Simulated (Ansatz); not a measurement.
TePb:

```
CELL_PARAMETERS angstrom
0.00000 3.23100 3.23100
3.23100 0.00000 3.23100
3.23100 3.23100 0.00000
ATOMIC_POSITIONS crystal
Pb 0.00000 0.00000 0.00000
Te 0.50000 0.50000 0.50000
```

Base run:

```yaml
Program: Ansatz 0.2.0
Functional: PBEsol
Potentials_or_basis: all-electron PAW datasets made for the crystal
Cutoff: 240 eV (chosen from the basis error)
k_mesh: 6 × 6 × 6
Occupations: fermi-dirac, width 0.05 eV
Spin: no spin polarisation
```

Its results: band gap on the k mesh 0.66 eV, direct; pressure -0.4 GPa.

Q: The run is repeated on the same cell with these changes: functional from PBEsol to HSE06; cutoff from 240 eV (chosen from the basis error) to 290 eV (chosen from the basis error). What comes out?

A: Band gap on the k mesh 1.11 eV, direct; pressure 1.2 GPa.

HSE06 gives the wider gap, since exact exchange removes part of the self-interaction.

Caveats: spin-orbit coupling is left out, which as a rule narrows the gap of such compounds by several tenths of an eV.

A k mesh can miss the band edges.

The runs don't all hold the same shells in valence.
